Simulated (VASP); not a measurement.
# BaZrO3 (Pm-3m) in VASP: Born charges and dielectric tensor with LDA

Aim: the Born charges and dielectric tensor of BaZrO3 with LDA.

Everything below comes from runs of VASP 6.6.1. Logs are shortened: lines on timing, memory, paths and dates and some standing lists are left out, and cuts for length are marked.

### 1 The structure

It takes space group Pm-3m (No. 221, cubic). The conventional cell has a = 4.212 Å, b = 4.212 Å, c = 4.212 Å, α = 90.00°, β = 90.00°, γ = 90.00°. Ba (site symmetry m-3m) has 12 O at 2.98 Å as nearest neighbours. Zr (site symmetry m-3m) is surrounded by 6 O at 2.11 Å. O (site symmetry 4/mmm) has 2 Zr at 2.11 Å as nearest neighbours.

The cell is a database's computed one.

### 2 Born charges and dielectric tensor, LDA

Input file INCAR:

```
SYSTEM = BaZrO3
PREC = Accurate
ENCUT = 600
EDIFF = 1E-8
ISMEAR = 0
SIGMA = 0.02
LREAL = .False.
LASPH = .True.
NELM = 80
ALGO = Normal
ISIF = 2
LWAVE = .False.
LCHARG = .False.
GGA = CA
LEPSILON = .True.
IBRION = 8
NSW = 1
```

Input file KPOINTS:

```
Automatic mesh
0
Gamma
  6 6 6
  0 0 0
```

Input file POSCAR:

```
BaZrO3
1.0
    4.2123871500      0.0000000000      0.0000000000
    0.0000000000      4.2123871500      0.0000000000
    0.0000000000      0.0000000000      4.2123871500
Ba Zr O
1 1 3
Direct
    0.0000000000      0.0000000000      0.0000000000
    0.5000000000      0.5000000000      0.5000000000
    0.5000000000      0.0000000000      0.5000000000
    0.5000000000      0.5000000000      0.0000000000
    0.0000000000      0.5000000000      0.5000000000
```

Potentials or basis: VASP PAW LDA potentials, release 64 (Ba_sv, Zr_sv, O).

The run is started by

```bash
> cat potpaw_LDA.64/Ba_sv/POTCAR potpaw_LDA.64/Zr_sv/POTCAR potpaw_LDA.64/O/POTCAR > POTCAR
> mpirun -np 1 vasp_std > vasp.out
```

OUTCAR:

```text
SYSTEM = BaZrO3
   PREC = Accurate
   ENCUT = 600
   EDIFF = 1E-8
   ISMEAR = 0
   LREAL = .False.
   LASPH = .True.
   NELM = 80
   ISIF = 2
   GGA = CA
   LEPSILON = .True.
   IBRION = 8
   NSW = 1

 ion  position               nearest neighbor table
   1  0.000  0.000  0.000-   3 2.98   4 2.98   5 2.98   3 2.98   5 2.98   4 2.98   5 2.98   5 2.98
                             3 2.98   4 2.98   3 2.98   4 2.98   2 3.65   2 3.65   2 3.65   2 3.65
   2  0.500  0.500  0.500-   3 2.11   4 2.11   5 2.11   4 2.11   3 2.11   5 2.11   1 3.65   1 3.65
                             1 3.65   1 3.65   1 3.65   1 3.65   1 3.65   1 3.65
   3  0.500  0.000  0.500-   2 2.11   2 2.11   1 2.98   1 2.98   1 2.98   1 2.98
   4  0.500  0.500  0.000-   2 2.11   2 2.11   1 2.98   1 2.98   1 2.98   1 2.98
   5  0.000  0.500  0.500-   2 2.11   2 2.11   1 2.98   1 2.98   1 2.98   1 2.98

  LATTYP: Found a simple cubic cell.
 ALAT       =     4.2123871500

  Lattice vectors:

 A1 = (   4.2123871500,   0.0000000000,   0.0000000000)
 A2 = (   0.0000000000,   4.2123871500,   0.0000000000)
 A3 = (   0.0000000000,   0.0000000000,   4.2123871500)

Analysis of symmetry for initial positions (statically):
=====================================================================
 Subroutine PRICEL returns:
 Original cell was already a primitive cell.

 Routine SETGRP: Setting up the symmetry group for a
 simple cubic supercell.

 Subroutine GETGRP returns: Found 48 space group operations
 (whereof 48 operations were pure point group operations)
 out of a pool of 48 trial point group operations.

The static configuration has the point symmetry O_h .

Analysis of symmetry for dynamics (positions and initial velocities):
=====================================================================
 Subroutine PRICEL returns:
 Original cell was already a primitive cell.

 Routine SETGRP: Setting up the symmetry group for a
 simple cubic supercell.

 Subroutine GETGRP returns: Found 48 space group operations
 (whereof 48 operations were pure point group operations)
 out of a pool of 48 trial point group operations.

The dynamic configuration has the point symmetry O_h .

 Subroutine INISYM returns: Found 48 space group operations
 (whereof 48 operations are pure point group operations),
 and found     1 'primitive' translations

----------------------------------------------------------------------------------------

                                     Primitive cell

  volume of cell :      74.7455

  direct lattice vectors                    reciprocal lattice vectors
     4.212387150  0.000000000  0.000000000     0.237395084  0.000000000  0.000000000
     0.000000000  4.212387150  0.000000000     0.000000000  0.237395084  0.000000000
     0.000000000  0.000000000  4.212387150     0.000000000  0.000000000  0.237395084

  length of vectors
     4.212387150  4.212387150  4.212387150     0.237395084  0.237395084  0.237395084

  position of ions in fractional coordinates (direct lattice)
     0.000000000  0.000000000  0.000000000
     0.500000000  0.500000000  0.500000000
[... 758 lines left out ...]
    -0.01320  0.00000 -0.00000
     0.00000  0.03124  0.00000
    -0.00000  0.00000 -0.01320

 MACROSCOPIC STATIC DIELECTRIC TENSOR (including local field effects in DFT)
 ------------------------------------------------------
           4.937768     0.000000     0.000000
          -0.000000     4.937768     0.000000
          -0.000000    -0.000000     4.937768
 ------------------------------------------------------

 PIEZOELECTRIC TENSOR (including local field effects)  for field in x, y, z        (e  Angst)
          XX          YY          ZZ          XY          YZ          ZX
  --------------------------------------------------------------------------------
  x     0.00000     0.00000     0.00000     0.00000     0.00000     0.00000
  y     0.00000     0.00000     0.00000     0.00000     0.00000     0.00000
  z     0.00000     0.00000     0.00000     0.00000     0.00000     0.00000

 PIEZOELECTRIC TENSOR (including local field effects)  for field in x, y, z        (C/m^2)
          XX          YY          ZZ          XY          YZ          ZX
  --------------------------------------------------------------------------------
  x     0.00000     0.00000     0.00000     0.00000     0.00000     0.00000
  y     0.00000     0.00000     0.00000     0.00000     0.00000     0.00000
  z     0.00000     0.00000     0.00000     0.00000     0.00000     0.00000

 BORN EFFECTIVE CHARGES (including local field effects) (in |e|, cummulative output)
 ---------------------------------------------------------------------------------
 ion    1
    1     2.71671    -0.00000     0.00000
    2     0.00000     2.71671     0.00000
    3     0.00000     0.00000     2.71671
 ion    2
    1     6.11572     0.00000    -0.00000
    2    -0.00000     6.11572    -0.00000
    3    -0.00000     0.00000     6.11572
 ion    3
    1    -2.00274    -0.00000     0.00000
    2     0.00000    -4.82696     0.00000
    3     0.00000     0.00000    -2.00274
 ion    4
    1    -2.00274     0.00000     0.00000
    2    -0.00000    -2.00274    -0.00000
    3     0.00000    -0.00000    -4.82696
 ion    5
    1    -4.82696     0.00000    -0.00000
    2    -0.00000    -2.00274     0.00000
    3    -0.00000    -0.00000    -2.00274

 INTERNAL STRAIN TENSOR FOR ION    5 for displacements in x,y,z  (eV/Angst):
          X           Y           Z          XY          YZ          ZX
  --------------------------------------------------------------------------------
  x     0.00000     0.00000     0.00000     0.00000     0.00000     0.00000
  y     0.00000     0.00000     0.00000     0.00000     0.00000     0.00000
  z     0.00000     0.00000     0.00000     0.00000     0.00000     0.00000

 SECOND DERIVATIVES (NOT SYMMETRIZED)
 ------------------------------------
               1X          1Y          1Z          2X          2Y          2Z          3X          3Y          3Z          4X          4Y          4Z          5X          5Y          5Z
  1X    -3.106927    0.000000    0.000000    3.316134    0.000000   -0.000000   -0.697298   -0.000000    0.000000   -0.697298   -0.000000   -0.000000    1.185387    0.000000   -0.000000
  1Y     0.000000   -3.106927    0.000000    0.000000    3.316134   -0.000000    0.000000    1.185387    0.000000   -0.000000   -0.697298   -0.000000   -0.000000   -0.697298    0.000000
  1Z    -0.000000   -0.000000   -3.106927    0.000000    0.000000    3.316134    0.000000    0.000000   -0.697298    0.000000    0.000000    1.185387    0.000000    0.000000   -0.697298
  2X     3.311384   -0.000000   -0.000000   -7.572274    0.000000   -0.000000    0.557999   -0.000000   -0.000000    0.557999    0.000000    0.000000    3.144891    0.000000    0.000000
  2Y    -0.000000    3.311384   -0.000000    0.000000   -7.572274    0.000000    0.000000    3.144891    0.000000    0.000000    0.557999    0.000000   -0.000000    0.557999   -0.000000
  2Z    -0.000000   -0.000000    3.311384    0.000000   -0.000000   -7.572274   -0.000000    0.000000    0.557999    0.000000    0.000000    3.144891    0.000000   -0.000000    0.557999
  3X    -0.692326    0.000000    0.000000    0.563486    0.000000    0.000000   -2.618314    0.000000    0.000000   -0.526212    0.000000    0.000000    3.273365    0.000000    0.000000
  3Y     0.000000    1.181574    0.000000   -0.000000    3.159832    0.000000    0.000000  -10.887722   -0.000000    0.000000    3.273158   -0.000000   -0.000000    3.273158    0.000000
  3Z     0.000000    0.000000   -0.692326    0.000000    0.000000    0.563486    0.000000    0.000000   -2.618314    0.000000    0.000000    3.273365    0.000000    0.000000   -0.526212
  4X    -0.692326    0.000000    0.000000    0.563486    0.000000    0.000000   -0.526212    0.000000    0.000000   -2.618314    0.000000    0.000000    3.273365    0.000000    0.000000
  4Y     0.000000   -0.692326    0.000000    0.000000    0.563486    0.000000    0.000000    3.273365    0.000000    0.000000   -2.618314    0.000000    0.000000   -0.526212    0.000000
  4Z    -0.000000   -0.000000    1.181574   -0.000000   -0.000000    3.159832   -0.000000   -0.000000    3.273158   -0.000000   -0.000000  -10.887722   -0.000000   -0.000000    3.273158
  5X     1.181574    0.000000   -0.000000    3.159832   -0.000000   -0.000000    3.273158   -0.000000    0.000000    3.273158    0.000000    0.000000  -10.887722    0.000000    0.000000
  5Y     0.000000   -0.692326    0.000000    0.000000    0.563486    0.000000    0.000000    3.273365    0.000000    0.000000   -0.526212    0.000000    0.000000   -2.618314    0.000000
  5Z     0.000000    0.000000   -0.692326    0.000000    0.000000    0.563486    0.000000    0.000000   -0.526212    0.000000    0.000000    3.273365    0.000000    0.000000   -2.618314

 Eigenvectors and eigenvalues of the dynamical matrix
 ----------------------------------------------------

   1 f  =   14.179388 THz    89.091721 2PiTHz  472.973468 cm-1    58.641210 meV
             X         Y         Z           dx          dy          dz
      0.000000  0.000000  0.000000     0.035660   -0.006210    0.000000
      2.106194  2.106194  2.106194     0.086455   -0.015055   -0.000000
      2.106194  0.000000  2.106194     0.289917    0.155137   -0.000000
      2.106194  2.106194  0.000000     0.289917   -0.050484   -0.000000
      0.000000  2.106194  2.106194    -0.890910   -0.050484   -0.000000
[... 105 lines left out ...]
  15 f/i=    0.008954 THz     0.056258 2PiTHz    0.298664 cm-1     0.037030 meV
             X         Y         Z           dx          dy          dz
      0.000000  0.000000  0.000000    -0.699698   -0.067423    0.064360
      2.106194  2.106194  2.106194    -0.569446   -0.054872    0.052379
      2.106194  0.000000  2.106194    -0.236974   -0.022885    0.021798
      2.106194  2.106194  0.000000    -0.236974   -0.022835    0.021846
      0.000000  2.106194  2.106194    -0.237496   -0.022835    0.021798

--------------------------------------------------------------------------------------------------------

 MACROSCOPIC STATIC DIELECTRIC TENSOR IONIC CONTRIBUTION
 ------------------------------------------------------
          69.860982    -0.000000     0.000000
          -0.000000    69.860982     0.000000
           0.000000     0.000000    69.860982
 ------------------------------------------------------

 ELASTIC MODULI CONTR FROM IONIC RELAXATION (kBar)
 Direction    XX          YY          ZZ          XY          YZ          ZX
 --------------------------------------------------------------------------------
 XX           0.0000      0.0000      0.0000      0.0000      0.0000      0.0000
 YY           0.0000      0.0000      0.0000      0.0000      0.0000      0.0000
 ZZ           0.0000      0.0000      0.0000      0.0000      0.0000      0.0000
 XY           0.0000      0.0000      0.0000      0.0000      0.0000      0.0000
 YZ           0.0000      0.0000      0.0000      0.0000      0.0000      0.0000
 ZX           0.0000      0.0000      0.0000      0.0000      0.0000      0.0000
 --------------------------------------------------------------------------------

 PIEZOELECTRIC TENSOR IONIC CONTR  for field in x, y, z        (C/m^2)
          XX          YY          ZZ          XY          YZ          ZX
  --------------------------------------------------------------------------------
  x     0.00000     0.00000     0.00000     0.00000     0.00000     0.00000
  y     0.00000     0.00000     0.00000     0.00000     0.00000     0.00000
  z     0.00000     0.00000     0.00000     0.00000     0.00000     0.00000
```

Wall time 32 min (1 thread of Intel Xeon Platinum 8259CL at 2.50GHz (Skylake/Cascade Lake), shared host); peak memory 0.6 GiB.

Results:

```
Band gap on the k mesh                                  : 3.04 eV, indirect (least direct gap 3.28 eV)
Electronic dielectric tensor (diagonal)                 : 4.94
Born charges (mean of the diagonal)                     : Ba +2.72; Zr +6.12; O -2.94 e
Highest phonon frequency at Γ, LO-TO splitting left out : 473 cm⁻¹
```

Levels at points of the mesh, in eV from the valence-band top:
| k point | band 16 | band 17 | band 18 | band 19 | band 20 | band 21 | band 22 | band 23 | band 24 |
| --- | --- | --- | --- | --- | --- | --- | --- | --- | --- |
| (0.00, 0.00, 0.00) | -0.98 | -0.98 | -0.24 | -0.24 | -0.24 | 3.04 | 3.04 | 3.04 | 4.50 |
| (0.50, 0.00, 0.00) | -1.74 | -1.74 | -1.69 | -0.47 | -0.47 | 3.48 | 5.56 | 5.56 | 6.28 |
| (0.50, 0.50, 0.00) | -2.41 | -0.94 | -0.94 | -0.82 | -0.08 | 5.53 | 5.53 | 6.31 | 6.38 |
| (0.50, 0.50, 0.50) | -2.55 | -2.55 | 0.00 | 0.00 | 0.00 | 5.85 | 5.85 | 5.85 | 6.84 |

Phonon frequencies in cm⁻¹ (negative: imaginary):
| q point | frequencies |
| --- | --- |
| (0.000, 0.000, 0.000) | 0 0 0 88 88 88 189 189 189 189 189 189 473 473 473 |

Electronic dielectric tensor:
```
4.94 0.00 0.00
0.00 4.94 0.00
0.00 0.00 4.94
```

Born effective charge tensors (e):
atom 1, Ba
```
2.72 0.00 0.00
0.00 2.72 0.00
0.00 0.00 2.72
```
atom 2, Zr
```
6.12 0.00 0.00
0.00 6.12 0.00
0.00 0.00 6.12
```
atom 3, O
```
-2.00  0.00  0.00
 0.00 -4.83  0.00
 0.00  0.00 -2.00
```
atom 4, O
```
-2.00  0.00  0.00
 0.00 -2.00  0.00
 0.00  0.00 -4.83
```
atom 5, O
```
-4.83  0.00  0.00
 0.00 -2.00  0.00
 0.00  0.00 -2.00
```

Caveat: spin-orbit coupling is left out, which moves the levels of the heavy elements.
